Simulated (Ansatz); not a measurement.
**Two-dimensional strain map in SrO**

The calculation used Ansatz, DFT LDA, scalar-relativistic, plane waves, PAW. Cutoff 420 eV, Γ-centred 8×8×8 k-points, Gaussian smearing of 0.05 eV. No spin polarisation. Energies are free energies at this smearing, counted from the undisturbed cell; pressure is positive in compression.

Zero of the scan (as given, not relaxed at this level; it stands at -4.2 GPa):

```
Sr O
1.0
     0.00000    2.56980    2.56980
     2.56980    0.00000    2.56980
     2.56980    2.56980    0.00000
Sr O
1 1
Direct
  0.00000 0.00000 0.00000
  0.50000 0.50000 0.50000
```

The cell is strained by p along both x and y and by q along z, fractional coordinates fixed. Points are written (p, q).

Energy above the undisturbed cell in meV/atom (a dash: not computed):

| p \ q | -0.050 | -0.025 | 0.000 | 0.025 | 0.050 |
| --- | --- | --- | --- | --- | --- |
| -0.050 | 59.6 | 34.6 | 25.9 | 29.2 | 41.1 |
| -0.025 | 13.1 | -4.5 | -6.4 | 3.3 | 21.0 |
| 0.000 | 5.5 | -4.9 | 0.0 | 16.0 | 39.6 |
| 0.025 | 26.9 | 23.4 | 35.0 | 57.1 | 86.5 |
| 0.050 | 69.3 | 72.6 | 90.6 | 118.8 | 154.0 |

Pressure in GPa:

```csv
p \ q,-0.050,-0.025,0.000,0.025,0.050
-0.050,14.6,10.7,7.7,5.2,3.3
-0.025,7.0,3.5,0.8,-1.3,-2.9
0.000,1.4,-1.8,-4.2,-6.0,-7.5
0.025,-2.7,-5.6,-7.8,-9.5,-10.7
0.050,-5.8,-8.4,-10.4,-11.8,-12.9
```

Gap on the k-mesh in eV:

| p \ q | -0.050 | -0.025 | 0.000 | 0.025 | 0.050 |
| --- | --- | --- | --- | --- | --- |
| -0.050 | 2.92 | 2.88 | 2.86 | 2.86 | 2.86 |
| -0.025 | 2.87 | 3.09 | 3.05 | 3.03 | 3.01 |
| 0.000 | 2.82 | 3.00 | 3.16 | 3.12 | 3.09 |
| 0.025 | 2.75 | 2.93 | 3.07 | 3.19 | 3.13 |
| 0.050 | 2.68 | 2.86 | 3.00 | 2.97 | 2.87 |